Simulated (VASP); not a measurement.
A run of VASP 6.6.1 is set up as follows.

Contents of INCAR:

```
PREC = Accurate
ENCUT = 600
EDIFF = 1E-7
ISMEAR = -1
SIGMA = 0.05
LREAL = F
LASPH = T
NELM = 100
ALGO = Normal
ISIF = 3
LWAVE = F
LCHARG = F
GGA = B5
ALDAX = 1.0
AGGAX = 1.0
AGGAC = 1.0
ALDAC = 0.0
IBRION = 2
NSW = 60
EDIFFG = -0.01
```

Contents of KPOINTS:

```
regular mesh
0
Gamma
  10 10 5
```

POSCAR

```
Mg
1.0
    3.2093000000      0.0000000000      0.0000000000
   -1.6046500000      2.7793353284      0.0000000000
    0.0000000000      0.0000000000      5.2103000000
Mg
2
Direct
    0.6666666667      0.3333333333      0.7500000000
    0.3333333333      0.6666666667      0.2500000000
```

Potentials or basis: VASP PAW PBE potentials, release 64 (Mg).

The run is started by

```sh
$ cat potpaw_PBE.64/Mg/POTCAR > POTCAR
$ mpirun -np 1 vasp_std > vasp.out
```

(1) Estimate the relaxed cell.

(2) What does it give for the relaxed volume?

(3) What does it give for the band gap on the k mesh?

(4) Estimate the space group after relaxing (to 0.05 Å).

Answers

(1) a = 3.179 Å, b = 3.179 Å, c = 5.380 Å, α = 90.00°, β = 90.00°, γ = 120.00°.

(2) 23.54 Å³/atom.

(3) none (metal or under the smearing width).

(4) P6_3/mmc (No. 194).

Caveat: the PAW data sets were made with another functional, which shifts forces and pressure a little.
